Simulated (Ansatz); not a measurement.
## Moving the functional in LiH

It takes space group Fm-3m (No. 225, cubic). The conventional cell has a = 4.074 Å, b = 4.074 Å, c = 4.074 Å, α = 90.00°, β = 90.00°, γ = 90.00°. Li (site symmetry m-3m) has 6 H at 2.04 Å as nearest neighbours. H (site symmetry m-3m) is surrounded by 6 Li at 2.04 Å.

Kept alike: task projected density of states; k mesh 6 × 6 × 6; occupations fermi-dirac, width 0.05 eV; no spin polarisation. Program: Ansatz, Ansatz PAW. Cutoffs run from 420 to 500 eV. The mesh is that of the run's cell of 2 atoms. No spin-orbit coupling.

| functional | band gap (eV) | pressure (GPa) |
| --- | --- | --- |
| BLYP | 3.455 | -1.14 |
| HSE06 | 4.000 | -2.13 |
| LDA | 2.654 | -4.04 |
| PBE | 3.018 | -1.62 |
| PBE0 | 4.697 | -2.06 |
| PBEsol | 2.784 | -2.27 |
| RPBE | 3.186 | -0.09 |
| r2SCAN | 3.659 | -1.66 |
| r2SCAN0 | 5.141 | -2.02 |
| revPBE | 3.157 | -0.21 |

Pressure is positive in compression, with a Pulay correction for the finite cutoff. A gap read on the mesh alone can miss an edge between its points. All rows use potentials made for PBE.

Q: What does the functional change here?

A: The band gap runs from 2.654 (LDA) to 5.141 eV (r2SCAN0). From PBE: BLYP +0.437; HSE06 +0.982; LDA -0.364; PBE0 +1.679; PBEsol -0.234; RPBE +0.168; r2SCAN +0.641; r2SCAN0 +2.123; revPBE +0.139. The pressure runs from -4.04 (LDA) to -0.09 GPa (RPBE). From PBE: BLYP +0.48; HSE06 -0.51; LDA -2.42; PBE0 -0.44; PBEsol -0.65; RPBE +1.53; r2SCAN -0.04; r2SCAN0 -0.40; revPBE +1.41.
